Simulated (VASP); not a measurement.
TePb:

```
Pb Te
1.0
     0.00000    3.23100    3.23100
     3.23100    0.00000    3.23100
     3.23100    3.23100    0.00000
Pb Te
1 1
Direct
  0.00000 0.00000 0.00000
  0.50000 0.50000 0.50000
```

* Program: VASP 6.6.1
* Task: relaxation of cell and atoms
* Functional: revPBE
* Dispersion: D3
* Potentials or basis: VASP PAW PBE potentials, release 64 (Pb_d, Te)
* Cutoff: 600 eV
* k mesh: 7 × 7 × 7
* Occupations: fermi-dirac, width 0.05 eV
* Spin: no spin polarisation

At the start: pressure 1.4 GPa; volume 33.73 Å³/atom.

Where does the relaxation end?

Over 3 steps the energy falls by 4.8 meV/atom and the volume is 34.89 Å³/atom (+3.4 %); space group Fm-3m (No. 225, to 0.05 Å).

Step by step:
| step | energy change (eV) | largest force (eV/Å) | pressure (GPa) | volume (Å³) |
| --- | --- | --- | --- | --- |
| 1 | 0.0000 | 0.0000 | 1.40 | 67.46 |
| 2 | -0.0090 | 0.0000 | -0.27 | 70.37 |
| 3 | -0.0095 | 0.0000 | 0.00 | 69.78 |

Final structure:
```
Pb Te
1.0
     0.00000    3.26770    3.26770
     3.26770    0.00000    3.26770
     3.26770    3.26770    0.00000
Pb Te
1 1
Cartesian
  0.0000 0.0000 0.0000
  3.2677 3.2677 3.2677
```

Caveat: the PAW data sets were made with another functional, which shifts forces and pressure a little.
